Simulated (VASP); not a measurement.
# InP (F-43m) in VASP: a series of runs

The runs below take InP through relaxation of the atoms, with PBE.

Everything below comes from runs of VASP 6.6.1. Logs are shortened: lines on timing, memory, paths and dates and some standing lists are left out, and cuts for length are marked.

## (1) The undisturbed crystal

The structure is cubic, space group F-43m (No. 216). Conventional cell: a = 5.861 Å, b = 5.861 Å, c = 5.861 Å, α = 90.00°, β = 90.00°, γ = 90.00°. In (site symmetry -43m) is surrounded by 4 P at 2.54 Å. Around P (site symmetry -43m) lie 4 In at 2.54 Å.

## (2) Relaxation of the atoms, PBE (a relaxed cell with its volume scaled by 1.04)

File INCAR:

```
PREC = Accurate ; ENCUT = 600
EDIFF = 1E-7 ; ISMEAR = 0
SIGMA = 0.03 ; LREAL = False
LASPH = True ; NELM = 80
ALGO = Fast ; ISIF = 2
LWAVE = False ; LCHARG = False
GGA = PE ; IBRION = 2
NSW = 40 ; EDIFFG = -0.01
```

File KPOINTS:

```
Automatic mesh
0
Gamma
  8 8 8
```

File POSCAR:

```
InP                                     
1.0
    0.0000000000      3.0183577098      3.0183577098
    3.0183577098      0.0000000000      3.0183577098
    3.0183577098      3.0183577098      0.0000000000
  In              P             
     1     1
Direct
     0.0000000000000000    0.0000000000000000    0.0000000000000000
     0.2500000000000000    0.2500000000000000    0.2500000000000000
```

Potentials or basis: VASP PAW PBE potentials, release 64 (In_d, P).

Command:

```console
$ cat potpaw_PBE.64/In_d/POTCAR potpaw_PBE.64/P/POTCAR > POTCAR
$ mpirun -np 1 vasp_std > vasp.out
```

OUTCAR:

```text
PREC = Accurate
   ENCUT = 600
   EDIFF = 1E-7
   ISMEAR = 0
   LREAL = False
   LASPH = True
   NELM = 80
   ISIF = 2
   GGA = PE
   IBRION = 2
   NSW = 40
   EDIFFG = -0.01

 ion  position               nearest neighbor table
   1  0.000  0.000  0.000-   2 2.61   2 2.61   2 2.61   2 2.61
   2  0.250  0.250  0.250-   1 2.61   1 2.61   1 2.61   1 2.61

  LATTYP: Found a face centered cubic cell.
 ALAT       =     6.0367154196

  Lattice vectors:

 A1 = (   0.0000000000,   3.0183577098,   3.0183577098)
 A2 = (   3.0183577098,   0.0000000000,   3.0183577098)
 A3 = (   3.0183577098,   3.0183577098,   0.0000000000)

Analysis of symmetry for initial positions (statically):
=====================================================================
 Subroutine PRICEL returns:
 Original cell was already a primitive cell.

 Routine SETGRP: Setting up the symmetry group for a
 face centered cubic supercell.

 Subroutine GETGRP returns: Found 24 space group operations
 (whereof 24 operations were pure point group operations)
 out of a pool of 48 trial point group operations.

The static configuration has the point symmetry T_d .

Analysis of symmetry for dynamics (positions and initial velocities):
=====================================================================
 Subroutine PRICEL returns:
 Original cell was already a primitive cell.

 Routine SETGRP: Setting up the symmetry group for a
 face centered cubic supercell.

 Subroutine GETGRP returns: Found 24 space group operations
 (whereof 24 operations were pure point group operations)
 out of a pool of 48 trial point group operations.

The dynamic configuration has the point symmetry T_d .

 Subroutine INISYM returns: Found 24 space group operations
 (whereof 24 operations are pure point group operations),
 and found     1 'primitive' translations

----------------------------------------------------------------------------------------

                                     Primitive cell

  volume of cell :      54.9974

  direct lattice vectors                    reciprocal lattice vectors
     0.000000000  3.018357710  3.018357710    -0.165652997  0.165652997  0.165652997
     3.018357710  0.000000000  3.018357710     0.165652997 -0.165652997  0.165652997
     3.018357710  3.018357710  0.000000000     0.165652997  0.165652997 -0.165652997

  length of vectors
     4.268602409  4.268602409  4.268602409     0.286919407  0.286919407  0.286919407

  position of ions in fractional coordinates (direct lattice)
     0.000000000  0.000000000  0.000000000
     0.250000000  0.250000000  0.250000000

  ion indices of the primitive-cell ions
   primitive index   ion index
                 1           1
                 2           2

----------------------------------------------------------------------------------------

 KPOINTS: Automatic mesh

Automatic generation of k-mesh.
 Grid dimensions read from file:
 generate k-points for:    8    8    8

 Generating k-lattice:

  Cartesian coordinates                     Fractional coordinates (reciprocal lattice)
    -0.020706625  0.020706625  0.020706625     0.125000000  0.000000000  0.000000000
     0.020706625 -0.020706625  0.020706625     0.000000000  0.125000000  0.000000000
     0.020706625  0.020706625 -0.020706625     0.000000000  0.000000000  0.125000000

  Length of vectors
     0.035864926  0.035864926  0.035864926

  Shift w.r.t. Gamma in fractional coordinates (k-lattice)
     0.000000000  0.000000000  0.000000000

 Subroutine IBZKPT returns following result:
 ===========================================

 Found     29 irreducible k-points:

 Following reciprocal coordinates:
            Coordinates               Weight
  0.000000  0.000000  0.000000      1.000000
  0.125000  0.000000  0.000000      8.000000
  0.250000  0.000000  0.000000      8.000000
  0.375000  0.000000  0.000000      8.000000
  0.500000  0.000000  0.000000      4.000000
  0.125000  0.125000  0.000000      6.000000
[... 16 lines left out ...]
  0.500000  0.250000  0.125000     48.000000
 -0.375000  0.250000  0.125000     24.000000
 [... further k-points ...]
   k-points           NKPTS =     29   k-points in BZ     NKDIM =     29   number of bands    NBANDS=     13
   number of dos      NEDOS =    301   number of ions     NIONS =      2
   total plane-waves  NPLWV =  46656
   dimension x,y,z NGX =    36 NGY =   36 NGZ =   36
   dimension x,y,z NGXF=    72 NGYF=   72 NGZF=   72
   ions per type =               1   1
   NGX,Y,Z   is equivalent  to a cutoff of  14.02, 14.02, 14.02 a.u.
   NGXF,Y,Z  is equivalent  to a cutoff of  28.04, 28.04, 28.04 a.u.
 SYSTEM =  unknown system
   PREC   = accura    normal or accurate (medium, high low for compatibility)
   ISTART =      0    job   : 0-new  1-cont  2-samecut
   ICHARG =      2    charge: 1-file 2-atom 10-const
   ISPIN  =      1    spin polarized calculation?
   LNONCOLLINEAR =      F non collinear calculations
   LSORBIT =      F    spin-orbit coupling
   LASPH  =      T    aspherical Exc in radial PAW
   ENCUT  =  600.0 eV  44.10 Ry    6.64 a.u.   8.53  8.53  8.53*2*pi/ulx,y,z
   NELM   =     80;   NELMIN=  2; NELMDL= -5     # of ELM steps
   EDIFF  = 0.1E-06   stopping-criterion for ELM
   LREAL  =      F    real-space projection
   EDIFFG = -.1E-01   stopping-criterion for IOM
   NSW    =     40    number of steps for IOM
   IBRION =      2    ionic relax: 0-MD 1-quasi-New 2-CG
   NFREE  =      1    steps in history (QN), initial steepest desc. (CG)
   ISIF   =      2    stress and relaxation
   ISYM   =      2    0-nonsym 1-usesym 2-fastsym
   POTIM  = 0.5000    time-step for ionic-motion
   TEBEG  =    0.0;   TEEND  =   0.0 temperature during run
   PSTRESS=    0.0 pullay stress
   NELECT =      18.0000    total number of electrons
   NUPDOWN=      -1.0000    fix difference up-down
   EMIN   =  10.00;   EMAX   =-10.00  energy-range for DOS
   EFERMI =   0.00;   METHOD = LEGACY
   ISMEAR =     0;   SIGMA  =   0.03  broadening in eV -4-tet -1-fermi 0-gaus
   EFERMI_NEDOS =   21; number of points for ismear=-14 and -15
   IALGO  =     68    algorithm
   IMIX   =      4    mixing-type and parameters
     AMIX     =   0.40;   BMIX     =  1.00
     AMIX_MAG =   1.60;   BMIX_MAG =  1.00
  volume/ion in A,a.u.               =      27.50       185.57
  Fermi-wavevector in a.u.,A,eV,Ry     =   1.128197  2.131983 17.317884  1.272829
  Thomas-Fermi vector in A             =   2.264886
   LORBIT       =      0    0 simple, 1 ext, 2 COOP (PROOUT), +10 PAW based schemes
   GGA     = PE    functional components
   LHFCALC =     F    Hartree Fock is set to
   AEXX    =    0.0000 exact exchange contribution
   IVDW    =     0    specifies the selected vdW correction
   LEPSILON=     F    determine dielectric tensor
   LRPA    =     F    only Hartree local field effects (RPA)
 conjugate gradient relaxation of ions
 non-spin polarized calculation
 RMM-DIIS sequential band-by-band and
 Gauss-broadening in eV      SIGMA  =   0.03
  energy-cutoff  :      600.00
  volume of cell :       55.00
 maximum number of plane-waves:      1856
 NGX is ok and might be reduce to    36
   NGX = 17   NGY = 17   NGZ = 17

 number of electron      18.0000004 magnetization

 Free energy of the ion-electron system (eV)
  ---------------------------------------------------
  ext. energy  EPLUGINS =         0.00000000
  ---------------------------------------------------
  free energy    TOTEN  =        -8.39198785 eV

  energy without entropy =       -8.39198785  energy(sigma->0) =       -8.39198785

 E-fermi :   4.3842     XC(G=0):  -8.8951

 val. band max:        4.2679926282   @ k =   0.0000   0.0000   0.0000
 cond. band min:       4.4962546930   @ k =   0.0000   0.0000   0.0000
 fundamental gap:      0.2282620648
 Fermi energy:         4.3841961091

 k-point     1 :       0.0000    0.0000    0.0000
  band No.  band energies     occupation
      1      -9.7719      2.00000
      2      -9.7719      2.00000
      3      -9.7719      2.00000
      4      -9.6594      2.00000
      5      -9.6594      2.00000
      6      -6.6798      2.00000
      7       4.2680      2.00000
      8       4.2680      2.00000
      9       4.2680      2.00000
     10       4.4963      0.00000
     11       8.3478      0.00000
     12       8.3478      0.00000
     13       8.3478      0.00000

 k-point     2 :       0.1250    0.0000    0.0000
  band No.  band energies     occupation
      1      -9.7845      2.00000
      2      -9.7664      2.00000
      3      -9.7664      2.00000
      4      -9.6593      2.00000
      5      -9.6593      2.00000
      6      -6.5255      2.00000
      7       2.6980      2.00000
      8       4.1083      2.00000
      9       4.1083      2.00000
     10       5.5761      0.00000
     11       8.4342      0.00000
     12       8.5953      0.00000
     13       8.5953      0.00000

 k-point     3 :       0.2500    0.0000    0.0000
  band No.  band energies     occupation
      1      -9.8142      2.00000
      2      -9.7547      2.00000
      3      -9.7547      2.00000
      4      -9.6573      2.00000
      5      -9.6573      2.00000
      6      -6.0968      2.00000
      7       0.9808      2.00000
      8       3.7846      2.00000
      9       3.7846      2.00000
     10       5.8040      0.00000
     11       8.9917      0.00000
     12       8.9917      0.00000
     13       9.3397      0.00000
[... 305 lines left out ...]
 k-point    23 :       0.5000    0.2500    0.1250
  band No.  band energies     occupation
      1      -9.8596      2.00000
      2      -9.7366      2.00000
      3      -9.7252      2.00000
      4      -9.6669      2.00000
      5      -9.6479      2.00000
      6      -5.2319      2.00000
      7      -0.4386      2.00000
      8       2.0126      2.00000
      9       3.0025      2.00000
     10       7.1996      0.00000
     11       8.4329      0.00000
     12       9.4653      0.00000
     13      10.7473      0.00000

 k-point    24 :      -0.3750    0.2500    0.1250
  band No.  band energies     occupation
      1      -9.8659      2.00000
      2      -9.7361      2.00000
      3      -9.7215      2.00000
      4      -9.6626      2.00000
      5      -9.6497      2.00000
      6      -4.9610      2.00000
      7      -0.8968      2.00000
      8       1.8675      2.00000
      9       2.8446      2.00000
     10       7.1688      0.00000
     11       8.4886      0.00000
     12       9.9487      0.00000
     13      11.2166      0.00000

 [... further k-points ...]

------------------------ aborting loop because EDIFF is reached ----------------------------------------

  FORCE on cell =-STRESS in cart. coord.  units (eV):
  Direction    XX          YY          ZZ          XY          YZ          ZX
  --------------------------------------------------------------------------------------
  -------------------------------------------------------------------------------------
  Total       -0.7294934     -0.7294934     -0.7294934      0.0000000      0.0000000     -0.0000000
  in kB      -21.2515129    -21.2515129    -21.2515129      0.0000000      0.0000000     -0.0000000
  external PRESSURE =     -21.2515129 kB  Pullay stress =       0.0000000 kB

 VOLUME and BASIS-vectors are now :
 -----------------------------------------------------------------------------
  energy-cutoff  :      600.00
  volume of cell :       55.00
      direct lattice vectors                 reciprocal lattice vectors
     0.000000000  3.018357710  3.018357710    -0.165652997  0.165652997  0.165652997
     3.018357710  0.000000000  3.018357710     0.165652997 -0.165652997  0.165652997
     3.018357710  3.018357710  0.000000000     0.165652997  0.165652997 -0.165652997

 POSITION                                       TOTAL-FORCE (eV/Angst)
 -----------------------------------------------------------------------------------
      0.00000      0.00000      0.00000         0.000000      0.000000      0.000000
      1.50918      1.50918      1.50918        -0.000000     -0.000000     -0.000000
 -----------------------------------------------------------------------------------
    total drift:                               -0.000000     -0.000000     -0.000000

  FREE ENERGIE OF THE ION-ELECTRON SYSTEM (eV)
  ---------------------------------------------------
  free  energy   TOTEN  =        -8.3919878529 eV

  energy  without entropy=       -8.3919878528  energy(sigma->0) =       -8.39198785

 reached required accuracy - stopping structural energy minimisation
```

It took 58 s on 1 thread of Intel Xeon Platinum 8375C at 2.90GHz (Ice Lake), shared host; peak memory 0.21 GiB.

Results:

```
Free energy             : -8.3920 eV
Pressure after relaxing : -2.1 GPa
Band gap on the k mesh  : 0.23 eV, direct
```

Final structure:
```
CELL_PARAMETERS angstrom
0.00000 3.01836 3.01836
3.01836 0.00000 3.01836
3.01836 3.01836 0.00000
ATOMIC_POSITIONS crystal
In 0.00000 0.00000 0.00000
P 0.25000 0.25000 0.25000
```

Caveat: the relaxation stopped at its first step, so nothing moved; spin-orbit coupling is left out, which moves the levels of the heavy elements.

## (3) Relaxation of the atoms, PBE (a relaxed cell with its volume scaled by 1.06)

INCAR is that of step 2.

KPOINTS is that of step 2.

File POSCAR:

```
InP                                     
1.0
    0.0000000000      3.0375834365      3.0375834365
    3.0375834365      0.0000000000      3.0375834365
    3.0375834365      3.0375834365      0.0000000000
  In              P             
     1     1
Direct
     0.0000000000000000    0.0000000000000000    0.0000000000000000
     0.2500000000000000    0.2500000000000000    0.2500000000000000
```

Potentials or basis: VASP PAW PBE potentials, release 64 (In_d, P).

Command:

```console
$ cat potpaw_PBE.64/In_d/POTCAR potpaw_PBE.64/P/POTCAR > POTCAR
$ mpirun -np 1 vasp_std > vasp.out
```

Wall time 49 s (1 thread of Intel Xeon Platinum 8375C at 2.90GHz (Ice Lake), shared host); peak memory 0.21 GiB.

Results (log left out):

```yaml
Free_energy: -8.3751 eV
Pressure_after_relaxing: -3.0 GPa
Band_gap_on_the_k_mesh: 0.12 eV, direct
```

Final structure:
```cif
data_structure
_symmetry_space_group_name_H-M 'P 1'
_symmetry_Int_Tables_number 1
_cell_length_a 4.2958
_cell_length_b 4.2958
_cell_length_c 4.2958
_cell_angle_alpha 60.000
_cell_angle_beta 60.000
_cell_angle_gamma 60.000
_cell_volume 56.06
loop_
_atom_site_label
_atom_site_type_symbol
_atom_site_fract_x
_atom_site_fract_y
_atom_site_fract_z
_atom_site_occupancy
In1 In 0.00000 0.00000 0.00000 1
P1 P 0.25000 0.25000 0.25000 1
```

Levels at points of the mesh, in eV from the valence-band top:
```
           k point  band 5  band 6  band 7  band 8  band 9  band 10  band 11  band 12  band 13
(0.00, 0.00, 0.00)  -13.91  -10.84    0.00    0.00    0.00     0.12     4.07     4.07     4.07
(0.50, 0.00, 0.00)  -13.90   -9.44   -5.21   -0.83   -0.83     1.24     4.78     4.78     6.84
(0.50, 0.50, 0.00)  -13.89   -8.90   -5.32   -1.98   -1.98     1.93     2.24     8.58     8.88
```

Caveat: the relaxation stopped at its first step, so nothing moved; spin-orbit coupling is left out, which moves the levels of the heavy elements.
